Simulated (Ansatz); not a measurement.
N:

```
N
1.0
     4.08406    0.00000    0.00000
     0.00000    4.08406    0.00000
     0.00000    0.00000    5.34591
N
4
Direct
  0.40428 0.59572 0.50000
  0.09572 0.09572 0.00000
  0.59572 0.40428 0.50000
  0.90428 0.90428 0.00000
```

| Quantity | Value |
| --- | --- |
| Program | Ansatz 0.2.0 |
| Task | relaxation of cell and atoms |
| Functional | r2SCAN |
| Dispersion | D3(BJ)-ATM |
| Potentials or basis | Ansatz PAW |
| Cutoff | 500 eV (not typed: the program's choice for these potentials) |
| k mesh | 7 × 7 × 5 |
| Occupations | fermi-dirac, width 0.05 eV |
| Spin | no spin polarisation |

At the start: volume 22.29 Å³/atom.

Task: Where does the relaxation end?

Result: It ends after 7 steps and the volume is 21.27 Å³/atom (-4.6 %); space group P4_2/mnm (No. 136, to 0.05 Å).

The path:
| step | energy change (eV) | largest force (eV/Å) | volume (Å³) |
| --- | --- | --- | --- |
| 1 | 0.0000 | 1.8195 | 89.17 |
| 2 | -0.0239 | 0.2016 | 88.48 |
| 3 | -0.0247 | 0.0008 | 87.88 |
| 4 | -0.0254 | 0.0658 | 86.79 |
| 5 | -0.0261 | 0.0009 | 85.76 |
| 6 | -0.0264 | 0.0060 | 85.08 |
| 7 | -0.0248 | 0.0113 | 85.08 |

Final structure:
```
N
1.0
     4.03034    0.00000    0.00000
     0.00000    4.03034    0.00000
     0.00000    0.00000    5.23773
N
4
Direct
  0.40412 0.59588 0.50000
  0.09588 0.09588 0.00000
  0.59588 0.40412 0.50000
  0.90412 0.90412 0.00000
```

Caveat: the plane-wave basis is chosen anew once the cell has moved, so the energies of steps on either side of that aren't comparable; the PAW data sets come from PBE, with cores solved anew for the run's functional, which leaves a small shift of forces and pressure.
